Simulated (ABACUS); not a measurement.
Crystal: CoO.

```
CELL_PARAMETERS angstrom
0.00000 2.13150 2.13150
2.13150 0.00000 2.13150
2.13150 2.13150 0.00000
ATOMIC_POSITIONS crystal
Co 0.00000 0.00000 0.00000
O 0.50000 0.50000 0.50000
```

Below is the output of ABACUS 3.10.1 for this cell. Logs are shortened: lines on timing, memory, paths and dates and some standing lists are left out, and cuts for length are marked.

```text
ABACUS v3.10.1

               Atomic-orbital Based Ab-initio Computation at UStc

 ------------------------------------------------------------------------------------

 READING GENERAL INFORMATION
                           global_out_dir = OUT.CoO/
                           global_in_card = INPUT
                               pseudo_dir = ./
                              orbital_dir =
                                    DSIZE = 4
                                    GSIZE = 1
[... 5 lines left out ...]

 READING ATOM TYPE 1
                               atom label = Co
                      L=0, number of zeta = 1
                      L=1, number of zeta = 1
                      L=2, number of zeta = 1
             number of atom for this type = 1
               magnetization of element 1 = 2

 READING ATOM TYPE 2
                               atom label = O
                      L=0, number of zeta = 1
                      L=1, number of zeta = 1
                      L=2, number of zeta = 1
             number of atom for this type = 1
               magnetization of element 2 = 0

                        TOTAL ATOM NUMBER = 2
DIRECT COORDINATES
    atom                   x                   y                   z     mag                  vx                  vy                  vz
taud_Co1            0.0000000000        0.0000000000        0.0000000000  2.0000        0.0000000000        0.0000000000        0.0000000000
taud_O1            0.5000000000        0.5000000000        0.5000000000  0.0000        0.0000000000        0.0000000000        0.0000000000

                          Volume (Bohr^3) = 130.702
                             Volume (A^3) = 19.368

 Lattice vectors: (Cartesian coordinate: in unit of a_0)
[... 240 lines left out ...]
       absolute magnetism (Bohr mag/cell) = 2.34897
                        nelec for spin up = 12.6745
                      nelec for spin down = 10.3255

 Density error is 0.165029808471
                          Error Threshold = 0.00071672367852
----------------------------------------------------------
     Energy           Rydberg                 eV
----------------------------------------------------------
 E_KohnSham     -340.5287205827      -4633.1309325750
 E_Harris       -339.7005178857      -4621.8626567960
 E_Fermi        0.9595463062         13.0552972596
----------------------------------------------------------
[... 135 lines left out ...]
 Density error is 1.635945733e-09
                          Error Threshold = 1.20595650675e-10
----------------------------------------------------------
     Energy           Rydberg                 eV
----------------------------------------------------------
 E_KohnSham     -340.5624097453      -4633.5892971469
 E_KS(sigma->0) -340.5611978588      -4633.5728085856
 E_Harris       -340.5621367030      -4633.5855822157
 E_band         -22.4817148540       -305.8794228259
 E_one_elec     -156.8400811208      -2133.9187780246
 E_Hartree      92.9567537110        1264.7415180524
 E_xc           -64.1137969761       -872.3129592902
 E_Ewald        -212.5628615865      -2892.0661007618
 E_entropy(-TS) -0.0024237729        -0.0329771227
 E_descf        0.0000000000         0.0000000000
 E_exx          0.0000000000         0.0000000000
 E_Fermi        1.0030788581         13.6475880137
----------------------------------------------------------

 charge density convergence is achieved
 final etot is -4633.5892971 eV
 EFERMI = 13.647588014 eV

 STATE ENERGY(eV) AND OCCUPATIONS    NSPIN == 2
SPIN UP :
 1/9 kpoint (Cartesian) = 0.0000 0.0000 0.0000 (2421 pws)
       1       -82.0214     0.00137174
       2       -45.7319     0.00137174
       3       -45.7319     0.00137174
       4       -45.7319     0.00137174
       5       -6.43710     0.00137174
       6        10.3007     0.00137174
[... 140 lines left out ...]
      22        38.4466        0.00000
      23        40.9274        0.00000

[... levels at 12 further k points ...]

------------------------------------------------------------------------------------------
 TOTAL-FORCE (eV/Angstrom)
------------------------------------------------------------------------------------------
                       Co1         0.0000000000         0.0000000000         0.0000000000
                        O1         0.0000000000         0.0000000000         0.0000000000
------------------------------------------------------------------------------------------

----------------------------------------------------------------
 TOTAL-STRESS (KBAR)
----------------------------------------------------------------
      -208.4104484456         0.0000000000         0.0000000000
         0.0000000000      -208.4104484456        -0.0000000000
         0.0000000000        -0.0000000000      -208.4104484456
----------------------------------------------------------------
 TOTAL-PRESSURE: -208.410448 KBAR

 --------------------------------------------
 !FINAL_ETOT_IS -4633.5892971469238546 eV
 --------------------------------------------
```

Task: What input gives this log?

Result: Single point with LDA, collinear spin, ferromagnetic start. The files as run (others can give the same):

run_abacus.py
```python
"""ABACUS run from a structure file: ASE reads it, the script writes STRU, KPT and INPUT."""
import re
import subprocess
import spglib
from ase import Atoms
from ase.io import read
from ase.units import Bohr

atoms = read("CoO.cif")
cell, frac, numbers = spglib.standardize_cell((atoms.cell[:], atoms.get_scaled_positions(), atoms.numbers), to_primitive=True, symprec=1e-4)
atoms = Atoms(numbers=numbers, cell=cell, scaled_positions=frac, pbc=True)  # the primitive cell
atoms = atoms[(-atoms.numbers).argsort(kind="stable")]  # ABACUS lists atoms element by element
pseudo = {'Co': 'Co.upf', 'O': 'O.upf'}
orbital = {}
magmoms = [2.0, 0.0]
kmesh = [9, 9, 9]
params = {
    'suffix': 'CoO',
    'calculation': 'scf',
    'basis_type': 'pw',
    'pseudo_dir': './',
    'symmetry': 1,
    'dft_functional': 'pz',
    'ecutwfc': 105,
    'pseudo_rcut': 10,
    'nspin': 2,
    'nbands': 23,
    'ks_solver': 'dav',
    'smearing_method': 'fd',
    'smearing_sigma': 0.00367493,
    'scf_thr': 1e-08,
    'scf_nmax': 100,
    'mixing_type': 'broyden',
    'mixing_beta': 0.4,
    'cal_force': 1,
    'cal_stress': 1,
    'out_chg': 1,
    'kpar': 4,
}

symbols = atoms.get_chemical_symbols()
elements = list(dict.fromkeys(symbols))
lines = ["ATOMIC_SPECIES"] + [f"{e} {atoms.get_masses()[symbols.index(e)]:.4f} {pseudo[e]}" for e in elements]
if orbital:
    lines += ["", "NUMERICAL_ORBITAL"] + [orbital[e] for e in elements]
lines += ["", "LATTICE_CONSTANT", f"{1 / Bohr:.10f}", "", "LATTICE_VECTORS"]
lines += [" ".join(f"{x:.10f}" for x in v) for v in atoms.cell]
lines += ["", "ATOMIC_POSITIONS", "Direct"]
for e in elements:
    lines += ["", e, "0.0", str(symbols.count(e))]
    for i, p in enumerate(atoms.get_scaled_positions(wrap=False)):
        if symbols[i] == e:
            mag = "" if magmoms is None else " mag " + " ".join(str(x) for x in (magmoms[i] if isinstance(magmoms[i], list) else [magmoms[i]]))
            lines.append(" ".join(f"{x:.10f}" for x in p) + " 1 1 1" + mag)
open("STRU", "w").write("\n".join(lines) + "\n")
open("KPT", "w").write("K_POINTS\n0\nGamma\n%d %d %d 0 0 0\n" % tuple(kmesh))
open("INPUT", "w").write("INPUT_PARAMETERS\n" + "".join(f"{k:<20s}{v}\n" for k, v in params.items()))

done = subprocess.run(['mpirun', '-np', '4', 'abacus'])
if done.returncode:
    raise SystemExit(done.returncode)
log = open("OUT.CoO/running_scf.log").read()
print("final energy (eV):", re.findall(r"FINAL_ETOT_IS (\S+)", log))
```

CoO.cif
```cif
data_CoO
_cell_length_a 4.26300000
_cell_length_b 4.26300000
_cell_length_c 4.26300000
_cell_angle_alpha 90.00000000
_cell_angle_beta 90.00000000
_cell_angle_gamma 90.00000000
_space_group_name_H-M_alt 'Fm-3m'
_space_group_name_Hall '-F 4 2 3'
_space_group_IT_number 225
loop_
_space_group_symop_operation_xyz
'x,y,z'
'-x,-y,-z'
'-y,x,z'
'y,-x,-z'
'-x,-y,z'
'x,y,-z'
'y,-x,z'
'-y,x,-z'
'x,-y,-z'
'-x,y,z'
'-y,-x,-z'
'y,x,z'
'-x,y,-z'
'x,-y,z'
'y,x,-z'
'-y,-x,z'
'z,x,y'
'-z,-x,-y'
'z,-y,x'
'-z,y,-x'
'z,-x,-y'
'-z,x,y'
'z,y,-x'
'-z,-y,x'
'-z,x,-y'
'z,-x,y'
'-z,-y,-x'
'z,y,x'
'-z,-x,y'
'z,x,-y'
'-z,y,x'
'z,-y,-x'
'y,z,x'
'-y,-z,-x'
'x,z,-y'
'-x,-z,y'
'-y,z,-x'
'y,-z,x'
'-x,z,y'
'x,-z,-y'
'-y,-z,x'
[... 86 lines left out ...]
'z+1/2,-y,-x+1/2'
'y+1/2,z,x+1/2'
'-y+1/2,-z,-x+1/2'
'x+1/2,z,-y+1/2'
'-x+1/2,-z,y+1/2'
'-y+1/2,z,-x+1/2'
'y+1/2,-z,x+1/2'
'-x+1/2,z,y+1/2'
'x+1/2,-z,-y+1/2'
'-y+1/2,-z,x+1/2'
'y+1/2,z,-x+1/2'
'-x+1/2,-z,-y+1/2'
'x+1/2,z,y+1/2'
'y+1/2,-z,-x+1/2'
'-y+1/2,z,x+1/2'
'x+1/2,-z,y+1/2'
'-x+1/2,z,-y+1/2'
'x+1/2,y+1/2,z'
'-x+1/2,-y+1/2,-z'
'-y+1/2,x+1/2,z'
'y+1/2,-x+1/2,-z'
'-x+1/2,-y+1/2,z'
'x+1/2,y+1/2,-z'
'y+1/2,-x+1/2,z'
'-y+1/2,x+1/2,-z'
'x+1/2,-y+1/2,-z'
'-x+1/2,y+1/2,z'
'-y+1/2,-x+1/2,-z'
'y+1/2,x+1/2,z'
'-x+1/2,y+1/2,-z'
'x+1/2,-y+1/2,z'
'y+1/2,x+1/2,-z'
'-y+1/2,-x+1/2,z'
'z+1/2,x+1/2,y'
'-z+1/2,-x+1/2,-y'
'z+1/2,-y+1/2,x'
'-z+1/2,y+1/2,-x'
'z+1/2,-x+1/2,-y'
'-z+1/2,x+1/2,y'
'z+1/2,y+1/2,-x'
'-z+1/2,-y+1/2,x'
'-z+1/2,x+1/2,-y'
'z+1/2,-x+1/2,y'
'-z+1/2,-y+1/2,-x'
'z+1/2,y+1/2,x'
'-z+1/2,-x+1/2,y'
'z+1/2,x+1/2,-y'
'-z+1/2,y+1/2,x'
'z+1/2,-y+1/2,-x'
'y+1/2,z+1/2,x'
'-y+1/2,-z+1/2,-x'
'x+1/2,z+1/2,-y'
'-x+1/2,-z+1/2,y'
'-y+1/2,z+1/2,-x'
'y+1/2,-z+1/2,x'
'-x+1/2,z+1/2,y'
'x+1/2,-z+1/2,-y'
'-y+1/2,-z+1/2,x'
'y+1/2,z+1/2,-x'
'-x+1/2,-z+1/2,-y'
'x+1/2,z+1/2,y'
'y+1/2,-z+1/2,-x'
'-y+1/2,z+1/2,x'
'x+1/2,-z+1/2,y'
'-x+1/2,z+1/2,-y'
loop_
_atom_site_label
_atom_site_type_symbol
_atom_site_symmetry_multiplicity
_atom_site_Wyckoff_symbol
_atom_site_fract_x
_atom_site_fract_y
_atom_site_fract_z
_atom_site_occupancy
Co1 Co 4 a 0.0000000000 0.0000000000 0.0000000000 1
O1 O 4 b 0.5000000000 0.0000000000 0.0000000000 1
```

Potentials or basis: PseudoDojo NC SR 0.4.1 LDA stringent, plane waves.
The run is started by
```console
$ OMP_NUM_THREADS=1 python run_abacus.py > log
```

Caveat: a cell with one magnetic atom can't hold antiferromagnetic order, which such compounds often take; semilocal functionals often make such compounds metallic where correlation or magnetic order opens a gap, which also shifts bond lengths.
